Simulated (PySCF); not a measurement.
Acetate ion, C₂H₃O₂ (charge -1).
SMILES with atom numbers: `[CH3:1][C:2](=[O:3])[O-:4]` (hydrogens: H5, H6, H7 on C1)
Bond orders are those of one Lewis drawing.

Computed by this run: PySCF, PBE0-D3(BJ)/def2-SVP geometry optimisation, gas phase; density fitting, grid level 1; the optimiser is geomeTRIC in internal coordinates, started from a GFN2-xTB structure with every atom displaced at random (about 0.03 Å).

Step 0: E = -6206.0392 eV
```
atom  x, y, z in Å  |  force x, y, z in eV/Å
C1     -0.6066   -0.1641    0.0060   -1.097   5.061  -0.674
C2      0.8883    0.0955   -0.0225    1.445   3.466   0.144
O3      1.5194   -0.9365   -0.0828    1.807  -2.621  -0.161
O4      1.3914    1.2930    0.0109   -2.121  -2.181   0.008
H5     -1.0681    0.2087    0.9291   -0.012   0.000   0.392
H6     -0.9363   -1.1176   -0.1849   -0.445  -2.959  -0.469
H7     -1.0896    0.5289   -0.7786    0.423  -0.767   0.760
```

Step 1: E = -6206.3314 eV
```
atom  x, y, z in Å  |  force x, y, z in eV/Å
C1     -0.6324   -0.1145   -0.0046   -0.465   0.054  -0.375
C2      0.9053    0.0173   -0.0297    1.529   1.941   0.091
O3      1.7020   -0.9349   -0.0846   -1.038  -1.022  -0.018
O4      1.2491    1.2272    0.0176   -0.376   0.071   0.031
H5     -1.0588    0.2727    0.9399    0.243  -0.238   0.095
H6     -0.9877   -1.1286   -0.1943   -0.249  -0.471   0.051
H7     -1.0790    0.5686   -0.7669    0.356  -0.334   0.125
```

Step 2: E = -6206.3950 eV
```
atom  x, y, z in Å  |  force x, y, z in eV/Å
C1     -0.6196   -0.0923   -0.0214   -0.425  -0.958   0.316
C2      0.9303    0.0992   -0.0328   -1.012  -1.452   0.045
O3      1.5315   -1.0055   -0.0825    0.620   1.207   0.015
O4      1.2774    1.2865    0.0332    0.893   0.053  -0.038
H5     -1.0291    0.2521    0.9494    0.026  -0.090  -0.055
H6     -0.9112   -1.1723   -0.1935    0.192   0.894   0.178
H7     -1.0808    0.5401   -0.7751   -0.295   0.346  -0.460
```

Step 3: E = -6206.4838 eV
```
atom  x, y, z in Å  |  force x, y, z in eV/Å
C1     -0.6349   -0.1036   -0.0176   -0.144  -0.031  -0.029
C2      0.9203    0.0785   -0.0239    0.211   0.031  -0.149
O3      1.5932   -0.9705   -0.0852   -0.117   0.107   0.043
O4      1.3025    1.2672    0.0270   -0.098  -0.178   0.045
H5     -1.0432    0.2424    0.9492    0.011  -0.019   0.017
H6     -0.9464   -1.1525   -0.1855    0.087   0.137   0.039
H7     -1.0930    0.5464   -0.7867    0.049  -0.048   0.034
```

Problem. Estimate the geometry and energy of step 4. (The exact step hangs on the optimiser's Hessian estimate; all steps are aligned on step 3, rigid shifts and turns removed.)

Solution. E = -6206.4845 eV, largest force 0.235 eV/Å
```
atom  x, y, z in Å  |  force x, y, z in eV/Å
C1     -0.6364   -0.1011   -0.0198   -0.066   0.002  -0.068
C2      0.9192    0.0786   -0.0366    0.074  -0.008   0.223
O3      1.5894   -0.9708   -0.0813   -0.036  -0.016  -0.085
O4      1.3008    1.2635    0.0361   -0.013   0.025  -0.083
H5     -1.0387    0.2429    0.9501    0.031  -0.002   0.002
H6     -0.9391   -1.1489   -0.1820    0.013   0.010   0.002
H7     -1.0968    0.5437   -0.7892   -0.004  -0.011   0.009
```

The energy changes by -0.0007 eV. The first-order estimate −F·Δx gives -0.0049 eV and the mean of the old and new forces, exact on a quadratic surface, -0.0007 eV. The step makes an angle of 58° with the force vector and moves no atom by more than 0.013 Å.

The cost below is that of the whole optimisation. On one thread of an Arm Neoverse V1, shared host, this took 12 s and 0.29 GiB of memory at its peak.
